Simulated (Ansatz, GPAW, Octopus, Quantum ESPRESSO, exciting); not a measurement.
# One calculation of Ti3Al, 5 ways

```
CELL_PARAMETERS angstrom
2.92754 0.00000 0.00000
-1.46377 2.53533 0.00000
0.00000 0.00000 9.22636
ATOMIC_POSITIONS crystal
Ti 0.33333 0.66667 0.24941
Ti 0.33333 0.66667 0.75059
Ti 0.66667 0.33333 0.00000
Al 0.66667 0.33333 0.50000
```

The cell comes from a database or a generator and needn't be the stable form of this composition.

Alike in all runs: task single point; functional PBEsol; k mesh 10 × 10 × 3; occupations fermi-dirac, width 0.05 eV; no spin polarisation; no spin-orbit coupling. Pressure is positive in compression and, in plane waves, holds the error of the finite cutoff.

```json
{"program and potentials": "Octopus, pseudodojo_pbesol (PseudoDojo 0.4, PBEsol)", "plane-wave cutoff (eV)": "-", "notes": "-", "pressure (GPa)": "-", "largest force (eV/Å)": "0.075"}
{"program and potentials": "Quantum ESPRESSO, GBRV 1.5 PBEsol", "plane-wave cutoff (eV)": "612", "notes": "-", "pressure (GPa)": "-3.47", "largest force (eV/Å)": "0.079"}
{"program and potentials": "GPAW, PAW data sets generated for this functional", "plane-wave cutoff (eV)": "600", "notes": "-", "pressure (GPa)": "-3.73", "largest force (eV/Å)": "0.076"}
{"program and potentials": "Ansatz, all-electron LAPW, scalar-relativistic", "plane-wave cutoff (eV)": "-", "notes": "-", "pressure (GPa)": "-3.44", "largest force (eV/Å)": "0.080"}
{"program and potentials": "exciting, all-electron LAPW+lo, shipped species files, valence relativity iora*", "plane-wave cutoff (eV)": "-", "notes": "-", "pressure (GPa)": "-", "largest force (eV/Å)": "0.081"}
```

Force on atom 1 (Ti), eV/Å:

```
                                                         program and potentials      x      y       z
                            Octopus, pseudodojo_pbesol (PseudoDojo 0.4, PBEsol)  0.000  0.000  -0.075
                                              Quantum ESPRESSO, GBRV 1.5 PBEsol  0.000  0.000  -0.079
                              GPAW, PAW data sets generated for this functional  0.000  0.000  -0.076
                                 Ansatz, all-electron LAPW, scalar-relativistic  0.000  0.000  -0.080
exciting, all-electron LAPW+lo, shipped species files, valence relativity iora*  0.000  0.000  -0.081
```

The pressure spans -3.73 (GPAW, PAW data sets generated for this functional) to -3.44 GPa (Ansatz, all-electron LAPW, scalar-relativistic), with all-electron results at -3.44.

Differences between rows come from potentials, basis sets and numerical settings, since the functional is the same but for its coding. Runs on potential files found faulty are left out.
